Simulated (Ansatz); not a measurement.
**Relaxing AlFe**

Computed with DFT PBEsol, scalar-relativistic, plane waves, PAW in Ansatz. (420 eV cutoff, 14×14×14 k-mesh, Gaussian smearing of 0.10 eV, collinear spin)

What was changed in AlRu: Ru → Fe on all its sites, cell and atoms relaxed.

Command:

```bash
ansatz run input.yaml --threads 1 --pin off --max-ram 2560MiB --backend cpu --events-out ev --progress --plain --runs-dir out
```

Input:

```yaml
crystal:
  lattice:
    - [2.8706847787, 0.0, 0.0]
    - [0.0, 2.8706847787, 0.0]
    - [0.0, 0.0, 2.8706847787]
  atoms:
    - { symbol: Al, position: [0.0, 0.0, 0.0] }
    - { symbol: Fe, position: [0.5, 0.5, 0.5], spin: 0.81 }
basis:
  ecutwfc: 420
kpoints:
  mp_grid: { grid: [14, 14, 14] }
hamiltonian:
  xc: pbesol
scf:
  occupations: { method: gaussian, width: 0.1 }
output:
  forces: true
  stress: true
  eigenvalues: true
  populations: true
magnetization:
  spin_polarized: true
relax:
  adjacent_minimum: "off"
  f_tol: 0.01
  max_steps: 60
  cell: { stress_tol: 0.1 }
```

F is the free energy. Steps run on the plane waves of an earlier cell, but the last one, and at times one on the way, on a freshly chosen basis, so a repeated geometry can differ a little in energy.

Steps:

| step | F − F(1) (eV) | largest force component (eV/Å) | V (Å³/atom) | P (GPa) |
| --- | --- | --- | --- | --- |
| 1 | 0.0000 | 0.000 | 11.828 | -4.84 |
| 2 | -0.0086 | 0.000 | 11.628 | -1.82 |
| 3 | -0.0100 | 0.000 | 11.510 | 0.08 |
| 4 | -0.0097 | 0.000 | 11.510 | 0.06 |

Relaxed structure:

```xyz
2
Lattice="2.8447 0.0000 0.0000 0.0000 2.8447 0.0000 0.0000 0.0000 2.8447" Properties=species:S:1:pos:R:3 pbc="T T T"
Al    0.0000    0.0000    0.0000
Fe    1.4223    1.4223    1.4223
```

Symmetry: Pm-3m, No. 221, cubic system. The conventional cell has a = 2.845 Å, b = 2.845 Å, c = 2.845 Å, α = 90.00°, β = 90.00°, γ = 90.00°. Around Al (site symmetry m-3m) lie 8 Fe at 2.46 Å. Fe (site symmetry m-3m) is surrounded by 8 Al at 2.46 Å.

The run converged. Time: 17 s on 1 thread of Oxide Virtual Turin-like Processor (Zen 5), on a shared host, peak memory 0.42 GiB.